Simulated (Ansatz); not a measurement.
# One crystal, many levels of theory: GeSb2Te4 (R3m)

Aim: the gap of GeSb2Te4 (R3m) at several levels of theory on one structure, with the time that each takes.

Method: density functionals, hybrids and G0W0, plane waves, PAW, in Ansatz 0.2.0.

Report form: the programs' logs are mostly left out.

In doubt: masses and optical values from hybrid runs of this build are listed as unsure (step 6), which bears on the screening that GW takes from such a start.

### Step 1. The structure

Symmetry: R3m, No. 160, trigonal system. The conventional cell has a = 4.309 Å, b = 4.309 Å, c = 41.691 Å, α = 90.00°, β = 90.00°, γ = 120.00°. Nearest to Ge lie 6 Te at 2.86 to 3.32 Å. Nearest to Sb lie 6 Te at 3.02 to 3.21 Å. Nearest to Sb lie 6 Te at 3.03 to 3.16 Å. Nearest to Te lie 3 Ge at 2.86 Å. Nearest to Te lie 3 Sb at 3.02 Å. Nearest to Te lie 6 Sb at 3.16 to 3.21 Å. Farther neighbours and most contacts between anions are not listed.

The cell and positions are those that the Materials Project relaxed with its own functionals (PBE, PBE+U or r2SCAN), kept fixed. At the settings of the band run the largest force is still 0.09 eV/Å. Spin-orbit coupling is left out unless a step names it.

The logs state that the PAW files were generated under PBE.

### Step 2. PBE on the 6×6×6 mesh

Levels along a band path and on the mesh show where this functional puts the band edges.

This step: DFT, PBE, plane waves, PAW; PAW set soft_1.

The input, input.yaml:

```yaml
crystal:
  lattice:
    - [2.1547300807, 1.2440339921, 13.8970814052]
    - [-2.1547300807, 1.2440339921, 13.8970814052]
    - [0.0, -2.4880679842, 13.8970814052]
  atoms:
    - { symbol: Ge, position: [0.570457, 0.570457, 0.570457] }
    - { symbol: Sb, position: [0.426528, 0.426528, 0.426528] }
    - { symbol: Sb, position: [0.997988, 0.997988, 0.997988] }
    - { symbol: Te, position: [0.86977, 0.86977, 0.86977] }
    - { symbol: Te, position: [0.134165, 0.134165, 0.134165] }
    - { symbol: Te, position: [0.71137, 0.71137, 0.71137] }
    - { symbol: Te, position: [0.289721, 0.289721, 0.289721] }
kpoints:
  mp_grid: { grid: [6, 6, 6] }
  band_path:
    path:
      - [[0.0, 0.0, 0.0], [0.5, 0.5, 0.5], [0.82799106, 0.17200894, 0.5]]
      - [[0.5, -0.17200894, 0.17200894], [0.5, 0.0, 0.0], [0.0, 0.0, 0.0], [0.33600447, -0.33600447, 0.0]]
      - [[0.66399553, 0.0, 0.33600447], [0.5, 0.0, 0.5], [0.0, 0.0, 0.0]]
    npoints: 10
hamiltonian:
  xc: pbe
  pseudopotentials: { kind: paw, azcp: { folder: soft_1 } }
scf:
  occupations: { method: fermi_dirac, width: 0.02 }
  n_extra_bands: 6
output:
  eigenvalues: true
  forces: true
  stress: true
  write_density: true
  write_potential: true
  elf: true
  volumetric_format: npy
```

Command:

```bash
$ ansatz run input.yaml --threads 2 --pin off --max-ram 73728MiB --backend cuda --events-out ev --progress --plain --runs-dir out --devices 1 --max-vram 13GiB
```

The job ended after 17 s (1 × NVIDIA H100 80GB HBM3 (shared by 6 runs) with 2 threads of AMD EPYC 7R13 (Zen 3), shared host; peak memory 1.2 GiB; 6.7 s of CPU time).

This step gave:

| Quantity | Value |
| --- | --- |
| pressure | 0.1269 GPa |
| filled bands | 54 |
| gap | 0.2852 eV |
| valence top at | k = (0.100, 0.000, 0.000) |
| conduction bottom at | k = (0.533, 0.467, 0.500) |
| least direct gap | 0.3115 eV |

Over mesh and path the gap is 0.285 eV, from k = (0.100, 0.000, 0.000) to k = (0.533, 0.467, 0.500). The least direct gap found is 0.312 eV, at k = (0.034, -0.034, 0.000).

### Step 3. PBE+SOC on the 6×6×6 mesh

This run has two-component orbitals with spin-orbit coupling.

This step: DFT, PBE with spin-orbit coupling, plane waves, PAW; PAW set soft_1.

The input, input.yaml:

```yaml
crystal:
  lattice:
    - [2.1547300807, 1.2440339921, 13.8970814052]
    - [-2.1547300807, 1.2440339921, 13.8970814052]
    - [0.0, -2.4880679842, 13.8970814052]
  atoms:
    - { symbol: Ge, position: [0.570457, 0.570457, 0.570457] }
    - { symbol: Sb, position: [0.426528, 0.426528, 0.426528] }
    - { symbol: Sb, position: [0.997988, 0.997988, 0.997988] }
    - { symbol: Te, position: [0.86977, 0.86977, 0.86977] }
    - { symbol: Te, position: [0.134165, 0.134165, 0.134165] }
    - { symbol: Te, position: [0.71137, 0.71137, 0.71137] }
    - { symbol: Te, position: [0.289721, 0.289721, 0.289721] }
kpoints:
  mp_grid: { grid: [6, 6, 6] }
  band_path:
    path:
      - [0.0, 0.0, 0.0]
      - [0.5, 0.5, 0.5]
      - [0.82799106, 0.17200894, 0.5]
      - [0.5, -0.17200894, 0.17200894]
      - [0.5, 0.0, 0.0]
      - [0.33600447, -0.33600447, 0.0]
      - [0.66399553, 0.0, 0.33600447]
      - [0.5, 0.0, 0.5]
      - [0.1, 0.0, 0.0]
      - [0.532799106, 0.467200894, 0.5]
      - [0.033600447, -0.033600447, 0.0]
    npoints: 1
hamiltonian:
  xc: pbe
  pseudopotentials: { kind: paw_fr, azcp: { folder: soft_1 } }
scf:
  occupations: { method: fermi_dirac, width: 0.02 }
  n_extra_bands: 12
magnetization:
  noncollinear: true
  spin_orbit: true
output:
  eigenvalues: true
  forces: true
  stress: true
```

Elapsed: 19 s, on 1 × NVIDIA H100 80GB HBM3 (shared by 6 runs) with 2 threads; peak memory 1.3 GiB; 31 s of CPU time.

This step gave:

* pressure: 0.2429 GPa
* gap: 0.02224 eV
* valence top at: k = (0.167, 0.167, 0.333)
* conduction bottom at: k = (0.034, -0.034, 0.000)
* least direct gap: 0.04317 eV

Over mesh and listed points the gap is 0.022 eV, from k = (0.167, 0.167, 0.333) to k = (0.034, -0.034, 0.000). The least direct gap found is 0.043 eV, at k = (0.034, -0.034, 0.000). A gap this narrow can be one between bands that have crossed; their order was not checked. It is no wider than five times the smearing of 0.02 eV. PBE+SOC against PBE: 0.022 − 0.285 = −0.263 eV. Mesh, set of files and cutoff are the same, but the valence top and conduction bottom lie at other k points, so this need not be the shift of one pair of states. The spin-orbit run sees mesh and listed points alone, so its gap is an upper bound: the coupling can move an edge off these points, the more so as this crystal has no centre of inversion, and the change over the zone, its sign included where it is small, is not known. The order of the bands was not checked, so with a gap cut this far they may have crossed.

### Step 4. HSE06 on the 4×4×4 mesh

HSE06 mixes in a quarter of exact exchange at short range.

This step: DFT, HSE06, plane waves, PAW; PAW set soft_1.

input.yaml: that of step 3 with these lines changed.

```diff
@@ -14,3 +14,3 @@
 kpoints:
-  mp_grid: { grid: [6, 6, 6] }
+  mp_grid: { grid: [4, 4, 4] }
   band_path:
@@ -30,13 +30,8 @@
 hamiltonian:
-  xc: pbe
-  pseudopotentials: { kind: paw_fr, azcp: { folder: soft_1 } }
+  xc: hse06
+  pseudopotentials: { kind: paw, azcp: { folder: soft_1 } }
 scf:
-  occupations: { method: fermi_dirac, width: 0.02 }
-  n_extra_bands: 12
-magnetization:
-  noncollinear: true
-  spin_orbit: true
+  occupations: { method: fixed }
+  n_extra_bands: 6
 output:
   eigenvalues: true
-  forces: true
-  stress: true
```

Run time: 88 s. Hardware: 1 × NVIDIA H100 80GB HBM3 (shared by 6 runs) with 2 threads; peak memory 2.2 GiB; 2.2 min of CPU time.

This step gave:

```
gap                     : 0.3897 eV
valence top at          : T
conduction bottom at    : k = (0.533, 0.467, 0.500)
least direct gap        : 0.4557 eV
exact-exchange fraction : 0.25
```

Over mesh and listed points the gap is 0.390 eV, from k = (0.500, 0.500, 0.500) to k = (0.533, 0.467, 0.500). The least direct gap found is 0.456 eV, at k = (0.500, 0.500, 0.500). On the 4×4×4 mesh alone the same run gives 0.456 eV, so that mesh misses an edge of HSE06: 0.456 − 0.390 = +0.066 eV. HSE06 against PBE: 0.390 − 0.285 = +0.105 eV. The runs also differ in mesh (6×6×6 and 4×4×4) and occupations, and the valence top lies at another k point, so how much of this comes from the functional alone is not known. The program's warnings for this run: metallic iterate.

### Step 5. G0W0@PBE, 4×4×4 mesh, 1027 empty bands, screening to 160 eV, PAW set soft_1 files

G0W0 replaces the xc potential by a self-energy built once from the orbitals of the start. Levels are corrected in the window of bands that the input names, at points of the mesh.

This step: G0W0 on PBE, plane waves, PAW; PAW set soft_1.

The input, input.yaml:

```yaml
crystal:
  lattice:
    - [2.1547300807, 1.2440339921, 13.8970814052]
    - [-2.1547300807, 1.2440339921, 13.8970814052]
    - [0.0, -2.4880679842, 13.8970814052]
  atoms:
    - { symbol: Ge, position: [0.570457, 0.570457, 0.570457] }
    - { symbol: Sb, position: [0.426528, 0.426528, 0.426528] }
    - { symbol: Sb, position: [0.997988, 0.997988, 0.997988] }
    - { symbol: Te, position: [0.86977, 0.86977, 0.86977] }
    - { symbol: Te, position: [0.134165, 0.134165, 0.134165] }
    - { symbol: Te, position: [0.71137, 0.71137, 0.71137] }
    - { symbol: Te, position: [0.289721, 0.289721, 0.289721] }
kpoints:
  mp_grid: { grid: [4, 4, 4] }
hamiltonian:
  xc: pbe
  pseudopotentials: { kind: paw, azcp: { folder: soft_1 } }
scf:
  occupations: { method: fixed }
gw:
  n_empty_bands: 1027
  ecut_chi: 160.0
  qp_bands: [v2, c2]
  qp_kpoints: band_edges
  screening: { model: contour_deformation }
```

Wall time 5.9 min (1 × NVIDIA H100 80GB HBM3 (shared by 6 runs) with 2 threads); peak memory 4.7 GiB; 8.7 min of CPU time.

This step gave:

| Quantity | Value |
| --- | --- |
| bands summed | 1081 |
| RPA ε∞ on this mesh (eigenvalues) | 41.34, 41.34, 41.99 |
| plane waves in the screening matrix | 1043 |
| G0W0 gap over the corrected points | 0.4491 eV |
| k of the valence top | -0.5, -0.5, -0.5 |
| k of the conduction bottom | 0, -0.5, -0.5 |
| starting gap on the mesh | 0.3831 eV |
| Z at the valence top | 0.7457 |
| Z at the conduction bottom | 0.7534 |
| least direct G0W0 gap over the corrected points | 0.4648 eV |

Over 11 of 13 irreducible mesh points the G0W0 gap is 0.449 eV, from k = (-0.500, -0.500, -0.500) to k = (0.000, -0.500, -0.500). The PBE gap of this run on the mesh is 0.383 eV. The two states that bound the G0W0 gap lie that far apart at the start, so the correction of the gap is 0.449 − 0.383 = +0.066 eV. The program marks 1 of the 44 corrected levels as in doubt (Σc rises), neither edge state among them.

### Step 6. G0W0@HSE06, 4×4×4 mesh, 477 empty bands, screening to 96 eV, PAW set soft_1 files

This step: G0W0 on HSE06, plane waves, PAW; PAW set soft_1.

input.yaml: that of step 5 with these lines changed.

```diff
@@ -16,3 +16,3 @@
 hamiltonian:
-  xc: pbe
+  xc: hse06
   pseudopotentials: { kind: paw, azcp: { folder: soft_1 } }
@@ -21,4 +21,4 @@
 gw:
-  n_empty_bands: 1027
-  ecut_chi: 160.0
+  n_empty_bands: 477
+  ecut_chi: 96
   qp_bands: [v2, c2]
```

Wall time 4.2 min (1 × NVIDIA H100 80GB HBM3 (shared by 6 runs) with 2 threads); peak memory 3.6 GiB; 5.4 min of CPU time.

Numbers from this step:

```yaml
bands_summed: 531
rpa_eps_infinity_on_this_mesh_eigenvalues: 29.33, 37.73, 37.73
plane_waves_in_the_screening_matrix: 479
g0w0_gap_over_the_corrected_points: 0.4352 eV
k_of_the_valence_top: -0.5, -0.5, -0.5
k_of_the_conduction_bottom: -0.5, -0.5, -0.5
starting_gap_on_the_mesh: 0.4556 eV
z_at_the_valence_top: 0.7628
z_at_the_conduction_bottom: 0.7563
least_direct_g0w0_gap_over_the_corrected_points: 0.4352 eV
```

Over 10 of 13 irreducible mesh points the G0W0 gap is 0.435 eV, direct, at k = (-0.500, -0.500, -0.500). The HSE06 gap of this run on the mesh is 0.456 eV. The two states that bound the G0W0 gap lie that far apart at the start, so the correction of the gap is 0.435 − 0.456 = −0.021 eV. G0W0@HSE06 against G0W0@PBE with 531 bands (a further run, in the table below): 0.435 − 0.431 = +0.004 eV. Mesh, set of files and cutoffs are the same, but the conduction bottom lies at another k point, so this need not be the shift of one pair of states. The program's warnings for this run: metallic iterate.

### Step 7. All levels together

Each gap is the least one over the points named; times are wall times on shared hosts, not benchmarks. A G0W0 time includes the run's own self-consistent start. Runs with listed points see these and the mesh alone, so an edge that moves elsewhere is missed. Rows marked * are further runs, not shown as steps, whose inputs differ from the G0W0 step on the same start in the columns given; solver thresholds can differ too. Symmetry makes (0.500, 0.500, 0.500) and (-0.500, -0.500, -0.500) one point.

```csv
level,mesh,"files, cutoff","bands summed, screening",points,gap (eV),valence top,conduction bottom,least direct gap (eV),time
PBE,6×6×6,"soft_1 PAW, 420 eV",-,mesh and path,0.285,"(0.100, 0.000, 0.000)","(0.533, 0.467, 0.500)",0.312,17 s
PBE+SOC,6×6×6,"soft_1 PAW, 420 eV",-,mesh and listed points,0.022,"(0.167, 0.167, 0.333)","(0.034, -0.034, 0.000)",0.043,19 s
HSE06,4×4×4,"soft_1 PAW, 420 eV",-,mesh and listed points,0.390,"(0.500, 0.500, 0.500)","(0.533, 0.467, 0.500)",0.456,88 s
G0W0@PBE*,4×4×4,"soft_1 PAW, 420 eV","222, 48 eV",11 of 13 irreducible mesh points,0.395,"(-0.500, -0.500, -0.500)","(0.000, -0.500, -0.500)",0.411,75 s
G0W0@PBE*,4×4×4,"soft_1 PAW, 420 eV","531, 96 eV",11 of 13 irreducible mesh points,0.431,"(-0.500, -0.500, -0.500)","(0.000, -0.500, -0.500)",0.442,2.2 min
G0W0@PBE,4×4×4,"soft_1 PAW, 420 eV","1081, 160 eV",11 of 13 irreducible mesh points,0.449,"(-0.500, -0.500, -0.500)","(0.000, -0.500, -0.500)",0.465,5.9 min
G0W0@HSE06,4×4×4,"soft_1 PAW, 420 eV","531, 96 eV",10 of 13 irreducible mesh points,0.435,"(-0.500, -0.500, -0.500)","(-0.500, -0.500, -0.500)",0.435,4.2 min
```

### Step 8. What came out

| Quantity | Value |
| --- | --- |
| PBE, over mesh and path | 0.285 eV |
| PBE+SOC, over mesh and listed points | 0.022 eV |
| HSE06, over mesh and listed points | 0.390 eV |
| G0W0@PBE (1081 bands, 4×4×4), over 11 of 13 irreducible mesh points | 0.449 eV |
| G0W0@HSE06, over 10 of 13 irreducible mesh points | 0.435 eV |
| known limits | finite bands, screening cutoff and k mesh; no spin-orbit coupling in G0W0; large ε∞ on the G0W0 mesh |

What this shows: The rows run from 0.022 eV (PBE+SOC) to 0.449 eV (G0W0@PBE (1081 bands, 4×4×4)). They differ in mesh, bands and screening cutoff of G0W0 and the points over which the gap was sought as well as in level, so only pairs that share these are like for like. No two rows share mesh, files, cutoffs and edge points. G0W0@PBE (1081 bands, 4×4×4) moves the gap of its own start on the mesh by 0.449 − 0.383 = +0.066 eV, between the same two levels. Over mesh and path, PBE puts the valence top at k = (0.100, 0.000, 0.000) and conduction bottom at k = (0.533, 0.467, 0.500), where no G0W0 correction was computed. The G0W0 gap over the whole zone is therefore not known from this run; at its settings it can only be equal to or under the 0.449 eV found, and no correction is carried over from another point. For the start itself the gap is 0.285 eV over mesh and path and 0.383 eV on the mesh of the G0W0 run, in runs that differ in mesh (6×6×6 and 4×4×4) and occupations. G0W0@HSE06 moves the gap of its own start on the mesh by 0.435 − 0.456 = −0.021 eV, between the same two levels. Over mesh and listed points, HSE06 puts the conduction bottom at k = (0.533, 0.467, 0.500), where no G0W0 correction was computed. The G0W0 gap over the whole zone is therefore not known from this run; at its settings it can only be equal to or under the 0.435 eV found, and no correction is carried over from another point. For the start itself the gap is 0.390 eV over mesh and listed points and 0.456 eV on the mesh of the G0W0 run. What spin-orbit coupling does to the G0W0 levels was not computed, so no sum with the G0W0 gap is formed. For G0W0@PBE: from 222 bands and 48 eV to 1081 bands and 160 eV the gap moves by 0.449 − 0.395 = +0.054 eV (rung by rung 0.395, 0.431, 0.449 eV); bands and screening cutoff rise together, so their parts are not told apart. A line in one over the bands through the two highest rungs gives 0.449 + (0.449 − 0.431) × 531 / (1081 − 531) = 0.466 eV, and through the pair below 0.431 + (0.431 − 0.395) × 222 / (531 − 222) = 0.457 eV. The two agree within 0.03 eV and the same two states bound the gap in each rung, so 0.466 eV is taken as an estimate of the limit on this mesh. The other G0W0 rows are shown at one basis each (531 bands), so their distance from the limit is not known here. For G0W0@PBE (1081 bands, 4×4×4): the program marks 1 of the 44 corrected levels as in doubt (Σc rises), neither edge state among them. For G0W0@HSE06: the program's warnings for this run: metallic iterate. The G0W0 runs are scalar-relativistic. The largest eigenvalue of the RPA ε∞ is large: 42 in G0W0@PBE (4×4×4, 1081 bands), 38 in G0W0@HSE06 (4×4×4, 531 bands), 42 in G0W0@PBE (4×4×4, 222 bands) and 42 in G0W0@PBE (4×4×4, 531 bands). A coarse mesh can overstate it where a direct gap is narrow; the runs shown don't test that. No pair of G0W0 runs that differ in the mesh alone is shown (4×4×4 is a supercell whose nearest images lie 17 Å apart), so the error from the mesh is not known here. G0W0 is shown with one set of atomic data (soft_1 PAW), so the error from the files is not known here.

[Paths, hosts, dates, memory and timing lines, banners, echoed tables and standing remarks are left out of the program output.]

[Logs are printed without paths, hosts, clocks, repeated set-up lines and the standing remarks that a program may print on its own settings, such as how far it seeks lower states.]

[Runs of the session that timed out or met a known fault of the program may be left out.]

[Cells called generated may have been cut or substituted from an entry of the Crystallography Open Database or the Materials Project.]

[Hosts, paths, dates, database ids (printed as entryN), source tags and the programs' standing remarks are cut or masked in the printed files.]

[Where an RPA ε∞ is given, it is that of the G0W0 mesh and is not shown converged in it. Names of k-points follow the symmetry that the program found, which can be lower than the space group named. Band edges on a path are those of the sampled points; other points can move an edge, and change direct to indirect where valleys lie close.]

[Hybrid gaps are those of their k-mesh and are not shown converged in it.]
